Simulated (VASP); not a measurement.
# C in VASP: a series of runs, part 2 of 2

VASP 6.6.1.

### 4 Single point, LDA

This run uses another cell than the first one, of 22.24 Å³/atom, 0.919 times its volume.

INCAR

```
  PREC = Accurate
  ENCUT = 650
  EDIFF = 1E-7
  ISMEAR = 1
  SIGMA = 0.1
  LREAL = False
  LASPH = True
  NELM = 120
  ALGO = Normal
  ISIF = 2
  LWAVE = False
  LCHARG = False
  LDIPOL = True
  IDIPOL = 3
  DIPOL = 0.5 0.5 0.500
  GGA = CA
  NBANDS = 32
  LVHAR = True
  LVACPOTAV = True
```

KPOINTS

```
Automatic mesh
0
Gamma
  15 15 1
```

POSCAR

```
C
1.0
    2.4599989204      0.0000000000      0.0000000000
   -1.2299994602      2.1304215583      0.0000000000
    0.0000000000      0.0000000000     33.9550000000
C
8
Direct
    0.6666666667      0.3333333333      0.2208805772
    0.3333333334      0.6666666667      0.2212089530
    0.6666666667      0.3333333333      0.4504152555
    0.3333333334      0.6666666667      0.4507436313
    0.3333333334      0.6666666667      0.5492563687
    0.0000000000      0.0000000000      0.5495847445
    0.3333333334      0.6666666667      0.7787910470
    0.0000000000      0.0000000000      0.7791194228
```

Potentials or basis: VASP PAW LDA potentials, release 64 (C).

The run is started by

```console
$ cat potpaw_LDA.64/C/POTCAR > POTCAR
$ mpirun -np 1 vasp_std > vasp.out
```

OUTCAR:

```text
PREC = Accurate
   ENCUT = 650
   EDIFF = 1E-7
   ISMEAR = 1
   LREAL = False
   LASPH = True
   NELM = 120
   ISIF = 2
   GGA = CA

 Found     27 irreducible k-points:

 Following reciprocal coordinates:
            Coordinates               Weight
  0.000000  0.000000  0.000000      1.000000
  0.066667  0.000000  0.000000      6.000000
  0.133333  0.000000  0.000000      6.000000
  0.200000  0.000000  0.000000      6.000000
  0.266667  0.000000  0.000000      6.000000
  0.333333  0.000000  0.000000      6.000000
   k-points           NKPTS =     27   k-points in BZ     NKDIM =     27   number of bands    NBANDS=     32
   number of dos      NEDOS =    301   number of ions     NIONS =      8
   total plane-waves  NPLWV = 115200
   dimension x,y,z NGX =    20 NGY =   20 NGZ =  288
   dimension x,y,z NGXF=    40 NGYF=   40 NGZF=  576
   ions per type =               8
   NGX,Y,Z   is equivalent  to a cutoff of  13.52, 13.52, 14.10 a.u.
   NGXF,Y,Z  is equivalent  to a cutoff of  27.03, 27.03, 28.20 a.u.
 SYSTEM =  unknown system
   PREC   = accura    normal or accurate (medium, high low for compatibility)
   ISTART =      0    job   : 0-new  1-cont  2-samecut
   ICHARG =      2    charge: 1-file 2-atom 10-const
   ISPIN  =      1    spin polarized calculation?
[... 248 lines left out ...]
     27       6.9318      0.00000
     28       7.0013      0.00000

 [... further k-points ...]

 [bands above 28 left out]

------------------------ aborting loop because EDIFF is reached ----------------------------------------

  FORCE on cell =-STRESS in cart. coord.  units (eV):
  Direction    XX          YY          ZZ          XY          YZ          ZX
  --------------------------------------------------------------------------------------
  -------------------------------------------------------------------------------------
  Total       -3.2221937     -3.2221937     -0.2565321      0.0000000      0.0000000      0.0000000
  in kB      -29.0106881    -29.0106881     -2.3096606      0.0000000      0.0000000      0.0000000
  external PRESSURE =     -20.1103456 kB  Pullay stress =       0.0000000 kB

 VOLUME and BASIS-vectors are now :
 -----------------------------------------------------------------------------
  energy-cutoff  :      650.00
  volume of cell :      177.95
      direct lattice vectors                 reciprocal lattice vectors
     2.459998920  0.000000000  0.000000000     0.406504243  0.234695334  0.000000000
    -1.229999460  2.130421558  0.000000000     0.000000000  0.469390669  0.000000000
     0.000000000  0.000000000 33.955000000     0.000000000  0.000000000  0.029450744

 POSITION                                       TOTAL-FORCE (eV/Angst)
 -----------------------------------------------------------------------------------
      1.23000      0.71014      7.50000         0.000000     -0.000000      0.198180
      0.00000      1.42028      7.51115        -0.000000     -0.000000     -0.198048
      1.23000      0.71014     15.29385         0.000000     -0.000000      0.190359
      0.00000      1.42028     15.30500        -0.000000      0.000000     -0.177309
      0.00000      1.42028     18.65000         0.000000     -0.000000      0.177309
      0.00000      0.00000     18.66115        -0.000000      0.000000     -0.190359
      0.00000      1.42028     26.44385         0.000000      0.000000      0.198048
      0.00000      0.00000     26.45500        -0.000000      0.000000     -0.198180
 -----------------------------------------------------------------------------------
    total drift:                                0.000003     -0.000002      0.000061

  FREE ENERGIE OF THE ION-ELECTRON SYSTEM (eV)
  ---------------------------------------------------
  free  energy   TOTEN  =       -80.7742185640 eV

  energy  without entropy=      -80.7727143456  energy(sigma->0) =      -80.77371716

 vacuum level on the upper side and lower side of the slab         3.622         3.622
```

Run time: 3.7 min. Hardware: 1 thread of AMD EPYC 9R45 (Zen 5), shared host; peak memory 0.29 GiB.

These settings aren't checked as converged: the numbers below hold their error.

Results:

- Free energy: -80.7742 eV
- Largest force: 0.198 eV/Å
- Band gap on the k mesh: none (metal or under the smearing width)
- Work function of the upper face: 4.53 eV
- Work function of the lower face: 4.53 eV

### 5 Single point, LDA

This run uses another cell than the first one, of 20.28 Å³/atom, 0.838 times its volume.

Edit INCAR of step 4 so:

```diff
@@ -1,3 +1,3 @@
   PREC = Accurate
-  ENCUT = 650
+  ENCUT = 400
   EDIFF = 1E-7
```

KPOINTS

```
Automatic mesh
0
Gamma
  5 5 1
```

POSCAR

```
C
1.0
    2.4599989204      0.0000000000      0.0000000000
   -1.2299994602      2.1304215583      0.0000000000
    0.0000000000      0.0000000000     30.9550000000
C
8
Direct
    0.6666666667      0.3333333333      0.1938297529
    0.3333333334      0.6666666667      0.1941899532
    0.6666666667      0.3333333333      0.4456097561
    0.3333333334      0.6666666667      0.4459699564
    0.3333333334      0.6666666667      0.5540300436
    0.0000000000      0.0000000000      0.5543902439
    0.3333333334      0.6666666667      0.8058100468
    0.0000000000      0.0000000000      0.8061702471
```

The run is started by

```console
$ cat potpaw_LDA.64/C/POTCAR > POTCAR
$ mpirun -np 1 vasp_std > vasp.out
```

It took 54 s on 1 thread of AMD EPYC 9R45 (Zen 5), shared host; peak memory 0.14 GiB.

The run converged, but some of its settings lie outside the range that counts as converged, so its numbers aren't taken as properties of the slab.

What came out:

```yaml
Free_energy: -80.7138 eV
Largest_force: 0.207 eV/Å
Band_gap_on_the_k_mesh: 2.59 eV, direct
Ionisation_potential_of_the_upper_face: 5.82 eV
```

Caveat: the k mesh is coarse (spacing up to 0.59 Å⁻¹), so the values aren't converged; the cutoff is under 1.25 times the usual one of these potentials, so pressure, stress and relaxed cells hold a basis-set (Pulay) error.

### 6 Single point, LDA

This run uses another cell than the first one, of 20.28 Å³/atom, 0.838 times its volume.

Edit INCAR of step 5 so:

```diff
@@ -1,3 +1,3 @@
   PREC = Accurate
-  ENCUT = 400
+  ENCUT = 650
   EDIFF = 1E-7
```

KPOINTS is that of step 5.

POSCAR is that of step 5.

Potentials or basis: VASP PAW LDA potentials, release 64 (C).

The run is started by

```console
$ cat potpaw_LDA.64/C/POTCAR > POTCAR
$ mpirun -np 1 vasp_std > vasp.out
```

OUTCAR:

```text
PREC = Accurate
   ENCUT = 650
   EDIFF = 1E-7
   ISMEAR = 1
   LREAL = False
   LASPH = True
   NELM = 120
   ISIF = 2
   GGA = CA

 Found      5 irreducible k-points:

 Following reciprocal coordinates:
            Coordinates               Weight
  0.000000  0.000000  0.000000      1.000000
  0.200000  0.000000  0.000000      6.000000
  0.400000  0.000000  0.000000      6.000000
  0.200000  0.200000  0.000000      6.000000
  0.400000  0.200000  0.000000      6.000000
   k-points           NKPTS =      5   k-points in BZ     NKDIM =      5   number of bands    NBANDS=     32
   number of dos      NEDOS =    301   number of ions     NIONS =      8
   total plane-waves  NPLWV = 108000
[... 239 lines left out ...]
  external PRESSURE =     -21.2079903 kB  Pullay stress =       0.0000000 kB

 VOLUME and BASIS-vectors are now :
 -----------------------------------------------------------------------------
  energy-cutoff  :      650.00
  volume of cell :      162.23
      direct lattice vectors                 reciprocal lattice vectors
     2.459998920  0.000000000  0.000000000     0.406504243  0.234695334  0.000000000
    -1.229999460  2.130421558  0.000000000     0.000000000  0.469390669  0.000000000
     0.000000000  0.000000000 30.955000000     0.000000000  0.000000000  0.032304959

 POSITION                                       TOTAL-FORCE (eV/Angst)
 -----------------------------------------------------------------------------------
      1.23000      0.71014      6.00000        -0.000000      0.000000      0.198937
      0.00000      1.42028      6.01115         0.000000      0.000000     -0.198848
      1.23000      0.71014     13.79385        -0.000000      0.000000      0.205250
      0.00000      1.42028     13.80500         0.000000      0.000000     -0.171673
      0.00000      1.42028     17.15000        -0.000000      0.000000      0.171673
      0.00000      0.00000     17.16115         0.000000     -0.000000     -0.205250
      0.00000      1.42028     24.94385        -0.000000      0.000000      0.198848
      0.00000      0.00000     24.95500         0.000000      0.000000     -0.198937
 -----------------------------------------------------------------------------------
    total drift:                                0.000003     -0.000002      0.000074

  FREE ENERGIE OF THE ION-ELECTRON SYSTEM (eV)
  ---------------------------------------------------
  free  energy   TOTEN  =       -80.6859784624 eV

  energy  without entropy=      -80.6901543391  energy(sigma->0) =      -80.68737042

 vacuum level on the upper side and lower side of the slab         4.030         4.030
```

OSZICAR:

```text
N       E                     dE             d eps       ncg     rms          rms(c)
DAV:   1     0.196023116607E+03    0.19602E+03   -0.15218E+04   320   0.993E+02
DAV:   2    -0.659986394273E+02   -0.26202E+03   -0.24223E+03   448   0.218E+02
DAV:   3    -0.860632907851E+02   -0.20065E+02   -0.19823E+02   408   0.587E+01
[... 19 lines left out ...]
DAV:  23    -0.806859985410E+02   -0.18041E-04   -0.12750E-07   352   0.111E-03    0.229E-02
DAV:  24    -0.806859880945E+02    0.10446E-04   -0.39536E-08   320   0.541E-04    0.161E-02
DAV:  25    -0.806859803623E+02    0.77322E-05   -0.43523E-08   320   0.576E-04    0.757E-03
DAV:  26    -0.806859784666E+02    0.18957E-05   -0.21180E-08   296   0.420E-04    0.188E-03
DAV:  27    -0.806859784624E+02    0.42223E-08   -0.48825E-09   256   0.217E-04
   1 F= -.80685978E+02 E0= -.80687370E+02  d E =0.417588E-02
```

Run time: 45 s. Hardware: 1 thread of AMD EPYC 9R45 (Zen 5), shared host; peak memory 0.2 GiB.

The run converged, but some of its settings lie outside the range that counts as converged, so its numbers aren't taken as properties of the slab.

What came out:

- Free energy: -80.6860 eV
- Largest force: 0.205 eV/Å
- Band gap on the k mesh: 2.61 eV, direct
- Ionisation potential of the upper face: 6.03 eV

Caveat: the k mesh is coarse (spacing up to 0.59 Å⁻¹), so the values aren't converged.
